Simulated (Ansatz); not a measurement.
KCl (Fm-3m)

Method: DFT PBE, scalar-relativistic, plane waves, PAW in Ansatz 0.2.0.

Settings: cutoff 420 eV, Γ-centred mesh 6×6×6 on the computed 2-atom cell, Gaussian smearing of 0.02 eV; no spin polarisation.

The structure is relaxed at this level of theory with its symmetry kept.

```yaml
crystal:
  lattice:
    - [0.00000, 3.18918, 3.18918]
    - [3.18918, 0.00000, 3.18918]
    - [3.18918, 3.18918, 0.00000]
  atoms:
    - { symbol: K, position: [0.00000, 0.00000, 0.00000] }
    - { symbol: Cl, position: [0.50000, 0.50000, 0.50000] }
```

```
Space group                                                                                                                                 : Fm-3m (No. 225)
Volume per atom                                                                                                                             : 32.44 Å³
Formation energy from the elements' standard states (uncorrected)                                                                           : -1.999 eV/atom
Kohn–Sham band gap                                                                                                                          : 5.05 eV, direct at Γ
Löwdin character of the top 1 eV of the valence band                                                                                        : Cl 3p 96 %
Löwdin character of the lowest 1 eV of the conduction band                                                                                  : K 4s 78 %, Cl 3s 14 %
Electron masses at the edge by Cartesian direction of the standard setting (m_e; degenerate bands sorted by energy; no spin-orbit coupling) : x: 0.45; y: 0.45; z: 0.45
Hole masses at the edge by Cartesian direction of the standard setting (m_e; degenerate bands sorted by energy; no spin-orbit coupling)     : x: 5.3, 5.3, 0.76; y: 5.3, 5.3, 0.76; z: 5.3, 5.3, 0.76
Bulk modulus                                                                                                                                : 16.3 GPa
Its pressure derivative                                                                                                                     : 4.8
Bader charges (e)                                                                                                                           : K (1 in the cell) 0.84, Cl (1 in the cell) -0.84
```